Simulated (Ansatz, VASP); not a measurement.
**Two plane-wave programs on Cl**

```
CELL_PARAMETERS angstrom
4.13210 2.38567 3.94997
-4.13210 2.38567 3.94997
0.00000 -4.77133 3.94997
ATOMIC_POSITIONS crystal
Cl 0.56255 0.06311 0.06231
Cl 0.06231 0.56255 0.06311
Cl 0.06311 0.06231 0.56255
Cl 0.88989 0.88989 0.88989
Cl 0.23734 0.23734 0.23734
```

Alike in both runs: functional PBE; k mesh 3 × 3 × 3; occupations gaussian, width 0.1 eV; no spin polarisation.

Ansatz relaxed the structure, and its values are those at the end. VASP's run is a single point on that final structure, the one shown.

|  | VASP | Ansatz |
| --- | --- | --- |
| version | VASP 6.6.1 | Ansatz 0.2.0 |
| potentials or method | VASP PAW PBE potentials, release 64 (Cl) | scalar-relativistic, plane waves, PAW |
| plane-wave cutoff (eV) | 520 | 420 |
| valence electrons in the cell | 35 | 35 |

VASP gave:

| Property | Result |
| --- | --- |
| gap on the k mesh at the Fermi level (eV) | none |
| pressure (GPa) | -0.1 |
| rms of the force components (eV/Å) | 0.006 |

Problem. What did Ansatz give for the same quantities?

Solution. gap on the k mesh at the Fermi level (eV): none; pressure (GPa): 0.0; rms of the force components (eV/Å): 0.005.

A gap of «none» marks a metal or a gap that the smearing closes. With one functional, cell and mesh, what is left measures potentials, basis and numerics.

Caveats: an odd number of electrons without spin polarisation forces a metal; a magnetic or distorted state may lie lower.
